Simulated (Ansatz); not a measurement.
Wanted: the native input for an Ansatz 0.2.0 run.

```
Task                                : band structure
Functional                          : LDA
Potentials or basis                 : Ansatz PAW
Cutoff                              : 420 eV (not typed: the program's choice for these potentials)
k mesh                              : 11 × 11 × 3
Occupations                         : fermi-dirac, width 0.05 eV
Spin                                : collinear spin, ferromagnetic start
Starting moments                    : [4.0, 4.0, 0.0, 0.0, 0.0, 0.0] μB
Path                                : [["G", "M", "K", "G", "A", "L", "H", "A"], ["L", "M"], ["K", "H"]]
Points for each segment of the path : 14
```

Crystal: MnO2.

```xyz
6
Lattice="2.8550 0.0000 0.0000 -1.4275 2.4725 0.0000 0.0000 0.0000 10.2217" Properties=species:S:1:pos:R:3 pbc="T T T"
Mn    0.0000    0.0000    5.1109
Mn    0.0000    0.0000    0.0000
O     1.4275    0.8242    4.1588
O     1.4275    0.8242    0.9521
O     0.0000    1.6483    6.0630
O     0.0000    1.6483    9.2697
```

Measurements of this composition are mostly on another form, of space group No. 136.

These files were run (other wordings do the same):

input.yaml

```yaml
crystal:
  lattice:
    - [2.8549554371, 0.0, 0.0]
    - [-1.4274777185, 2.4724639352, 0.0]
    - [0.0, 0.0, 10.2217427273]
  atoms:
    - { symbol: Mn, position: [0.0, 0.0, 0.5], spin: 4.0 }
    - { symbol: Mn, position: [0.0, 0.0, 0.0], spin: 4.0 }
    - { symbol: O, position: [0.6666666667, 0.3333333333, 0.40685645] }
    - { symbol: O, position: [0.6666666667, 0.3333333333, 0.09314355] }
    - { symbol: O, position: [0.3333333333, 0.6666666667, 0.59314355] }
    - { symbol: O, position: [0.3333333333, 0.6666666667, 0.90685645] }
hamiltonian:
  xc: lda
  pseudopotentials: { kind: paw }
magnetization:
  spin_polarized: true
kpoints:
  mp_grid: { grid: [11, 11, 3] }
  band_path:
    path:
      - [[0.0, 0.0, 0.0], [0.5, 0.0, 0.0], [0.3333333333, 0.3333333333, 0.0], [0.0, 0.0, 0.0], [0.0, 0.0, 0.5], [0.5, 0.0, 0.5], [0.3333333333, 0.3333333333, 0.5], [0.0, 0.0, 0.5]]
      - [[0.5, 0.0, 0.5], [0.5, 0.0, 0.0]]
      - [[0.3333333333, 0.3333333333, 0.0], [0.3333333333, 0.3333333333, 0.5]]
    npoints: 14
scf:
  occupations: { method: fermi_dirac, width: 0.05 }
  n_extra_bands: 15
output:
  forces: true
  stress: true
  eigenvalues: true
  fatbands: true
  write_density: true
  write_potential: true
  elf: true
  volumetric_format: npy
```

Potentials or basis: Ansatz PAW.

Command:

```console
$ ansatz run input.yaml --threads 2 --pin off --max-ram 5632MiB --backend cpu --events-out ev --progress --plain --runs-dir out
```

It gave:

- Pressure: -8.2 GPa
- Largest force: 0.612 eV/Å
- Band gap on the k mesh: 0.51 eV, indirect (least direct gap 0.54 eV)
- Band gap along the path: 0.50 eV, indirect (least direct gap 0.54 eV)
- Net moment: 6.00 μB per cell
- Absolute moment: 6.05 μB per cell
- Site moments: Mn +2.47; O +0.06 μB

Caveat: the pressure holds a Pulay correction of +1.0 GPa for the finite cutoff; only a ferromagnetic start was run, and an antiferromagnetic order may lie lower in energy; the PAW data sets come from PBE, with cores solved anew for the run's functional, which leaves a small shift of forces and pressure.

Run time: 29 s on 2 threads of Arm Neoverse V1, with other jobs on the host, peak memory 0.56 GiB.
